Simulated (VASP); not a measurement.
# TiN (Osbornite) (Fm-3m) in VASP: notebook, part 2 of 2

VASP 6.6.1. The steps go on from the part before.

### Step 3. Relaxation of cell and atoms, LDA

This run uses another cell than the first one, of 9.10 Å³/atom, 0.957 times its volume.

INCAR reads:

```
SYSTEM = TiN
  PREC = Accurate
  ENCUT = 600
  EDIFF = 1E-7
  ISMEAR = 1
  SIGMA = 0.1
  LREAL = .False.
  LASPH = .True.
  NELM = 80
  ALGO = Normal
  ISIF = 3
  LWAVE = .False.
  LCHARG = .False.
  IBRION = 2
  NSW = 90
  EDIFFG = -0.005
```

KPOINTS reads:

```
regular mesh
0
Gamma
  16 16 16
  0 0 0
```

POSCAR reads:

```
TiN                                     
1.0
    0.0000000000      2.0879044249      2.0879044249
    2.0879044249      0.0000000000      2.0879044249
    2.0879044249      2.0879044249      0.0000000000
  Ti              N             
     1     1
Direct
     1.0000000000000000    1.0000000000000000    0.0000000000000000
     0.5000000000000000    0.5000000000000000    0.5000000000000000
```

Potentials or basis: VASP PAW LDA potentials, release 64 (Ti_sv, N).

The run is started by

```
> cat potpaw_LDA.64/Ti_sv/POTCAR potpaw_LDA.64/N/POTCAR > POTCAR
> mpirun -np 1 vasp_std > vasp.out
```

OUTCAR:

```text
SYSTEM = TiN
   PREC = Accurate
   ENCUT = 600
   EDIFF = 1E-7
   ISMEAR = 1
   LREAL = .False.
   LASPH = .True.
   NELM = 80
   ISIF = 3
   IBRION = 2
   NSW = 90
   EDIFFG = -0.005

 ion  position               nearest neighbor table
   1  0.000  0.000  0.000-   2 2.09   2 2.09   2 2.09   2 2.09   2 2.09   2 2.09
   2  0.500  0.500  0.500-   1 2.09   1 2.09   1 2.09   1 2.09   1 2.09   1 2.09

  LATTYP: Found a face centered cubic cell.
 ALAT       =     4.1758088498

  Lattice vectors:

 A1 = (   0.0000000000,   2.0879044249,   2.0879044249)
 A2 = (   2.0879044249,   0.0000000000,   2.0879044249)
 A3 = (   2.0879044249,   2.0879044249,   0.0000000000)

Analysis of symmetry for initial positions (statically):
=====================================================================
 Subroutine PRICEL returns:
 Original cell was already a primitive cell.

 Routine SETGRP: Setting up the symmetry group for a
 face centered cubic supercell.

 Subroutine GETGRP returns: Found 48 space group operations
 (whereof 48 operations were pure point group operations)
 out of a pool of 48 trial point group operations.

The static configuration has the point symmetry O_h .

Analysis of symmetry for dynamics (positions and initial velocities):
=====================================================================
 Subroutine PRICEL returns:
 Original cell was already a primitive cell.

 Routine SETGRP: Setting up the symmetry group for a
 face centered cubic supercell.

 Subroutine GETGRP returns: Found 48 space group operations
 (whereof 48 operations were pure point group operations)
 out of a pool of 48 trial point group operations.

The dynamic configuration has the point symmetry O_h .

 Subroutine INISYM returns: Found 48 space group operations
 (whereof 48 operations are pure point group operations),
 and found     1 'primitive' translations

----------------------------------------------------------------------------------------

                                     Primitive cell

  volume of cell :      18.2038

  direct lattice vectors                    reciprocal lattice vectors
     0.000000000  2.087904425  2.087904425    -0.239474563  0.239474563  0.239474563
     2.087904425  0.000000000  2.087904425     0.239474563 -0.239474563  0.239474563
     2.087904425  2.087904425  0.000000000     0.239474563  0.239474563 -0.239474563

  length of vectors
     2.952742755  2.952742755  2.952742755     0.414782110  0.414782110  0.414782110

  position of ions in fractional coordinates (direct lattice)
     0.000000000  0.000000000  0.000000000
     0.500000000  0.500000000  0.500000000

  ion indices of the primitive-cell ions
   primitive index   ion index
                 1           1
                 2           2

----------------------------------------------------------------------------------------

 KPOINTS: regular mesh

Automatic generation of k-mesh.
 Grid dimensions read from file:
 generate k-points for:   16   16   16

 Generating k-lattice:

  Cartesian coordinates                     Fractional coordinates (reciprocal lattice)
    -0.014967160  0.014967160  0.014967160     0.062500000  0.000000000  0.000000000
     0.014967160 -0.014967160  0.014967160     0.000000000  0.062500000  0.000000000
     0.014967160  0.014967160 -0.014967160     0.000000000  0.000000000  0.062500000

  Length of vectors
     0.025923882  0.025923882  0.025923882

  Shift w.r.t. Gamma in fractional coordinates (k-lattice)
     0.000000000  0.000000000  0.000000000

 Subroutine IBZKPT returns following result:
 ===========================================

 Found    145 irreducible k-points:

 Following reciprocal coordinates:
            Coordinates               Weight
  0.000000  0.000000  0.000000      1.000000
  0.062500  0.000000  0.000000      8.000000
  0.125000  0.000000  0.000000      8.000000
  0.187500  0.000000  0.000000      8.000000
  0.250000  0.000000  0.000000      8.000000
  0.312500  0.000000  0.000000      8.000000
[... 16 lines left out ...]
 -0.125000  0.062500  0.000000     24.000000
 -0.062500  0.062500  0.000000     12.000000
 [... further k-points ...]
   k-points           NKPTS =    145   k-points in BZ     NKDIM =    145   number of bands    NBANDS=     12
   number of dos      NEDOS =    301   number of ions     NIONS =      2
   total plane-waves  NPLWV =  13824
   dimension x,y,z NGX =    24 NGY =   24 NGZ =   24
   dimension x,y,z NGXF=    48 NGYF=   48 NGZF=   48
   ions per type =               1   1
   NGX,Y,Z   is equivalent  to a cutoff of  13.51, 13.51, 13.51 a.u.
   NGXF,Y,Z  is equivalent  to a cutoff of  27.03, 27.03, 27.03 a.u.
 SYSTEM =  TiN
   PREC   = accura    normal or accurate (medium, high low for compatibility)
   ISTART =      0    job   : 0-new  1-cont  2-samecut
   ICHARG =      2    charge: 1-file 2-atom 10-const
   ISPIN  =      1    spin polarized calculation?
   LNONCOLLINEAR =      F non collinear calculations
   LSORBIT =      F    spin-orbit coupling
   LASPH  =      T    aspherical Exc in radial PAW
   ENCUT  =  600.0 eV  44.10 Ry    6.64 a.u.   5.90  5.90  5.90*2*pi/ulx,y,z
   NELM   =     80;   NELMIN=  2; NELMDL= -5     # of ELM steps
   EDIFF  = 0.1E-06   stopping-criterion for ELM
   LREAL  =      F    real-space projection
   EDIFFG = -.5E-02   stopping-criterion for IOM
   NSW    =     90    number of steps for IOM
   IBRION =      2    ionic relax: 0-MD 1-quasi-New 2-CG
   NFREE  =      1    steps in history (QN), initial steepest desc. (CG)
   ISIF   =      3    stress and relaxation
   ISYM   =      2    0-nonsym 1-usesym 2-fastsym
   POTIM  = 0.5000    time-step for ionic-motion
   TEBEG  =    0.0;   TEEND  =   0.0 temperature during run
   PSTRESS=    0.0 pullay stress
   NELECT =      17.0000    total number of electrons
   NUPDOWN=      -1.0000    fix difference up-down
   EMIN   =  10.00;   EMAX   =-10.00  energy-range for DOS
   EFERMI =   0.00;   METHOD = LEGACY
   ISMEAR =     1;   SIGMA  =   0.10  broadening in eV -4-tet -1-fermi 0-gaus
   EFERMI_NEDOS =   21; number of points for ismear=-14 and -15
   IALGO  =     38    algorithm
   IMIX   =      4    mixing-type and parameters
     AMIX     =   0.40;   BMIX     =  1.00
     AMIX_MAG =   1.60;   BMIX_MAG =  1.00
  volume/ion in A,a.u.               =       9.10        61.42
  Fermi-wavevector in a.u.,A,eV,Ry     =   1.600186  3.023913 34.839023  2.560596
  Thomas-Fermi vector in A             =   2.697362
   LORBIT       =      0    0 simple, 1 ext, 2 COOP (PROOUT), +10 PAW based schemes
   GGA     = CA    functional components
   LHFCALC =     F    Hartree Fock is set to
   AEXX    =    0.0000 exact exchange contribution
   IVDW    =     0    specifies the selected vdW correction
   LEPSILON=     F    determine dielectric tensor
   LRPA    =     F    only Hartree local field effects (RPA)
 conjugate gradient relaxation of ions
 non-spin polarized calculation
 Methfessel and Paxton  Order N= 1 SIGMA  =   0.10
  energy-cutoff  :      600.00
  volume of cell :       18.20
 maximum number of plane-waves:       620
   NGX = 11   NGY = 11   NGZ = 11

 number of electron      16.9999996 magnetization

 Free energy of the ion-electron system (eV)
  ---------------------------------------------------
  ext. energy  EPLUGINS =         0.00000000
  ---------------------------------------------------
  free energy    TOTEN  =       -21.67192005 eV

  energy without entropy =      -21.67047108  energy(sigma->0) =      -21.67143706

 E-fermi :  11.8315     XC(G=0): -13.6308

 val. band max:       11.8307668869   @ k =   0.1250   0.0625   0.0000
 cond. band min:      11.8442286252   @ k =  -0.1875   0.1875   0.0625
 fundamental gap:      0.0134617384
 Fermi energy:        11.8315117185

 k-point     1 :       0.0000    0.0000    0.0000
  band No.  band energies     occupation
      1     -45.2525      2.00000
      2     -21.5707      2.00000
      3     -21.5707      2.00000
      4     -21.5707      2.00000
      5      -5.2897      2.00000
      6       9.7687      2.00000
      7       9.7687      2.00000
      8       9.7687      2.00000
      9      11.1389      2.00000
     10      11.1389      2.00000
     11      11.1389      2.00000
     12      12.4245     -0.00000
[... 331 lines left out ...]
 k-point    24 :      -0.0625    0.0625    0.0000
  band No.  band energies     occupation
      1     -45.2400      2.00000
      2     -21.6471      2.00000
      3     -21.5901      2.00000
      4     -21.5717      2.00000
      5      -5.0691      2.00000
      6       8.6468      2.00000
      7       8.8543      2.00000
      8       9.1873      2.00000
      9      11.2644      2.00000
     10      11.5924      2.00371
     11      11.7029      2.06985
     12      12.9072     -0.00000

 [... further k-points ...]
[... 5 lines left out ...]
  --------------------------------------------------------------------------------------
  -------------------------------------------------------------------------------------
  Total       -0.0004297     -0.0004297     -0.0004297      0.0000000     -0.0000000     -0.0000000
  in kB       -0.0378169     -0.0378169     -0.0378169      0.0000000     -0.0000000     -0.0000000
  external PRESSURE =      -0.0378169 kB  Pullay stress =       0.0000000 kB

 VOLUME and BASIS-vectors are now :
 -----------------------------------------------------------------------------
  energy-cutoff  :      600.00
  volume of cell :       18.20
      direct lattice vectors                 reciprocal lattice vectors
     0.000000000  2.087904425  2.087904425    -0.239474563  0.239474563  0.239474563
     2.087904425  0.000000000  2.087904425     0.239474563 -0.239474563  0.239474563
     2.087904425  2.087904425  0.000000000     0.239474563  0.239474563 -0.239474563

 POSITION                                       TOTAL-FORCE (eV/Angst)
 -----------------------------------------------------------------------------------
      0.00000      0.00000      0.00000         0.000000      0.000000      0.000000
      2.08790      2.08790      2.08790        -0.000000     -0.000000     -0.000000
 -----------------------------------------------------------------------------------
    total drift:                                0.000000     -0.000000     -0.000000

  FREE ENERGIE OF THE ION-ELECTRON SYSTEM (eV)
  ---------------------------------------------------
  free  energy   TOTEN  =       -21.6719200531 eV

  energy  without entropy=      -21.6704710835  energy(sigma->0) =      -21.67143706

 reached required accuracy - stopping structural energy minimisation
```

CONTCAR:

```text
TiN
   1.00000000000000
     0.0000000000000000    2.0879044249000001    2.0879044249000001
     2.0879044249000001    0.0000000000000000    2.0879044249000001
     2.0879044249000001    2.0879044249000001    0.0000000000000000
  Ti              N
     1     1
Direct
     0.0000000000000000    0.0000000000000000    0.0000000000000000
     0.5000000000000000    0.5000000000000000    0.5000000000000000

  0.00000000E+00  0.00000000E+00  0.00000000E+00
  0.00000000E+00  0.00000000E+00  0.00000000E+00
```

Wall time 23 s (1 thread of Intel Xeon Platinum 8259CL at 2.50GHz (Skylake/Cascade Lake), shared host); peak memory 0.16 GiB.

What came out:

```
Free energy             : -21.6719 eV
Pressure after relaxing : 0.0 GPa
Band gap on the k mesh  : none (metal or under the smearing width)
```

Final structure:
```cif
data_structure
_symmetry_space_group_name_H-M 'P 1'
_symmetry_Int_Tables_number 1
_cell_length_a 2.9527
_cell_length_b 2.9527
_cell_length_c 2.9527
_cell_angle_alpha 60.000
_cell_angle_beta 60.000
_cell_angle_gamma 60.000
_cell_volume 18.20
loop_
_atom_site_label
_atom_site_type_symbol
_atom_site_fract_x
_atom_site_fract_y
_atom_site_fract_z
_atom_site_occupancy
Ti1 Ti 0.00000 0.00000 0.00000 1
N1 N 0.50000 0.50000 0.50000 1
```

Caveat: the relaxation stopped at its first step, so nothing moved.

### Step 4. Relaxation of cell and atoms, PBE

INCAR reads:

```
SYSTEM = TiN
  PREC = Accurate
  ENCUT = 300
  EDIFF = 1E-6
  ISMEAR = 1
  SIGMA = 0.1
  LREAL = .FALSE.
  LASPH = .TRUE.
  NELM = 80
  ALGO = Normal
  ISIF = 3
  LWAVE = .FALSE.
  LCHARG = .FALSE.
  GGA = PE
  IBRION = 2
  NSW = 90
  EDIFFG = -0.01
```

KPOINTS reads:

```
regular mesh
0
G
  8 8 8
  0 0 0
```

POSCAR reads:

```
TiN
1.0
    0.0000000000      2.1190000000      2.1190000000
    2.1190000000      0.0000000000      2.1190000000
    2.1190000000      2.1190000000      0.0000000000
Ti N
1 1
Direct
    0.0000000000      0.0000000000      0.0000000000
    0.5000000000      0.5000000000      0.5000000000
```

Potentials or basis: VASP PAW PBE potentials, release 64 (Ti_sv, N_s).

The run is started by

```
> cat potpaw_PBE.64/Ti_sv/POTCAR potpaw_PBE.64/N_s/POTCAR > POTCAR
> mpirun -np 1 vasp_std > vasp.out
```

Wall time 5.8 s (1 thread of Intel Xeon 6975P-C (Granite Rapids), shared host); peak memory 0.12 GiB.

The run converged, but some of its settings lie outside the range that counts as converged, so its numbers aren't taken as properties of the crystal.

Results:

```
Free energy                            : -19.6196 eV
Relaxed volume                         : 9.56 Å³/atom
Relaxed cell                           : a = 3.001 Å, b = 3.001 Å, c = 3.001 Å, α = 60.00°, β = 60.00°, γ = 60.00°
Space group after relaxing (to 0.05 Å) : Fm-3m (No. 225)
Energy gained by relaxing              : 0.2 meV/atom
Ionic steps                            : 3
Band gap on the k mesh                 : none (metal or under the smearing width)
```

Caveat: the cutoff is under 1.25 times the usual one of these potentials, so pressure, stress and relaxed cells hold a basis-set (Pulay) error.

### Step 5. Relaxation of cell and atoms, PBE

This run uses another cell than the first one, of 9.56 Å³/atom, 1.005 times its volume.

INCAR: that of step 4 with these lines changed.

```diff
@@ -3,3 +3,3 @@
   ENCUT = 300
-  EDIFF = 1E-6
+  EDIFF = 1E-7
   ISMEAR = 1
@@ -16,2 +16,2 @@
   NSW = 90
-  EDIFFG = -0.01
+  EDIFFG = -0.005
```

KPOINTS is that of step 4.

POSCAR reads:

```
TiN                                     
1.0
   -0.0000000000      2.1222842593      2.1222842593
    2.1222842593     -0.0000000000      2.1222842593
    2.1222842593      2.1222842593      0.0000000000
  Ti              N             
     1     1
Direct
     0.0000000000000000    0.0000000000000000    0.0000000000000000
     0.5000000000000000    0.5000000000000000    0.5000000000000000
```

Potentials or basis: VASP PAW PBE potentials, release 64 (Ti_sv, N_s).

The run is started by

```
> cat potpaw_PBE.64/Ti_sv/POTCAR potpaw_PBE.64/N_s/POTCAR > POTCAR
> mpirun -np 1 vasp_std > vasp.out
```

OUTCAR:

```text
SYSTEM = TiN
   PREC = Accurate
   ENCUT = 300
   EDIFF = 1E-7
   ISMEAR = 1
   LREAL = .FALSE.
   LASPH = .TRUE.
   NELM = 80
   ISIF = 3
   GGA = PE
   IBRION = 2
   NSW = 90
   EDIFFG = -0.005

 ion  position               nearest neighbor table
   1  0.000  0.000  0.000-   2 2.12   2 2.12   2 2.12   2 2.12   2 2.12   2 2.12
   2  0.500  0.500  0.500-   1 2.12   1 2.12   1 2.12   1 2.12   1 2.12   1 2.12

  LATTYP: Found a face centered cubic cell.
 ALAT       =     4.2445685186

  Lattice vectors:

 A1 = (   0.0000000000,   2.1222842593,   2.1222842593)
 A2 = (   2.1222842593,   0.0000000000,   2.1222842593)
 A3 = (   2.1222842593,   2.1222842593,   0.0000000000)

Analysis of symmetry for initial positions (statically):
=====================================================================
 Subroutine PRICEL returns:
 Original cell was already a primitive cell.

 Routine SETGRP: Setting up the symmetry group for a
 face centered cubic supercell.

[... 172 lines left out ...]
 cond. band min:      11.8472541184   @ k =  -0.3750   0.3750   0.1250
 fundamental gap:      0.0202323578
 Fermi energy:        11.8297808949

 k-point     1 :       0.0000    0.0000    0.0000
  band No.  band energies     occupation
      1     -46.0279      2.00000
      2     -22.0330      2.00000
      3     -22.0330      2.00000
      4     -22.0330      2.00000
      5      -5.2547      2.00000
      6       9.7543      2.00000
      7       9.7543      2.00000
      8       9.7543      2.00000
      9      11.2015      2.00000
     10      11.2015      2.00000
     11      11.2015      2.00000
     12      12.3956     -0.00000
[... 331 lines left out ...]
 k-point    24 :      -0.3750    0.2500    0.1250
  band No.  band energies     occupation
      1     -45.9143      2.00000
      2     -22.5689      2.00000
      3     -22.2472      2.00000
      4     -22.1425      2.00000
      5      -3.1357      2.00000
      6       4.7030      2.00000
      7       6.3487      2.00000
      8       6.6751      2.00000
      9      12.8450     -0.00000
     10      13.1835     -0.00000
     11      14.0477      0.00000
     12      16.0303      0.00000

 [... further k-points ...]
[... 5 lines left out ...]
  --------------------------------------------------------------------------------------
  -------------------------------------------------------------------------------------
  Total        0.0061192      0.0061192      0.0061192      0.0000000      0.0000000     -0.0000000
  in kB        0.5128200      0.5128200      0.5128200      0.0000000      0.0000000     -0.0000000
  external PRESSURE =       0.5128200 kB  Pullay stress =       0.0000000 kB

 VOLUME and BASIS-vectors are now :
 -----------------------------------------------------------------------------
  energy-cutoff  :      300.00
  volume of cell :       19.12
      direct lattice vectors                 reciprocal lattice vectors
     0.000000000  2.122284259  2.122284259    -0.235595207  0.235595207  0.235595207
     2.122284259  0.000000000  2.122284259     0.235595207 -0.235595207  0.235595207
     2.122284259  2.122284259  0.000000000     0.235595207  0.235595207 -0.235595207

 POSITION                                       TOTAL-FORCE (eV/Angst)
 -----------------------------------------------------------------------------------
      0.00000      0.00000      0.00000        -0.000000      0.000000     -0.000000
      2.12228      2.12228      2.12228         0.000000     -0.000000      0.000000
 -----------------------------------------------------------------------------------
    total drift:                               -0.000000      0.000000      0.000000

  FREE ENERGIE OF THE ION-ELECTRON SYSTEM (eV)
  ---------------------------------------------------
  free  energy   TOTEN  =       -19.6202447898 eV

  energy  without entropy=      -19.6166717488  energy(sigma->0) =      -19.61905378

 reached required accuracy - stopping structural energy minimisation
```

Run time: 2.9 s. Hardware: 1 thread of Intel Xeon 6975P-C (Granite Rapids), shared host; peak memory 0.11 GiB.

These settings aren't checked as converged: the numbers below hold their error.

Results:

```yaml
Free_energy: -19.6202 eV
Band_gap_on_the_k_mesh: none (metal or under the smearing width)
```

Caveat: the cutoff is under 1.25 times the usual one of these potentials, so pressure, stress and relaxed cells hold a basis-set (Pulay) error; the relaxation stopped at its first step, so nothing moved.
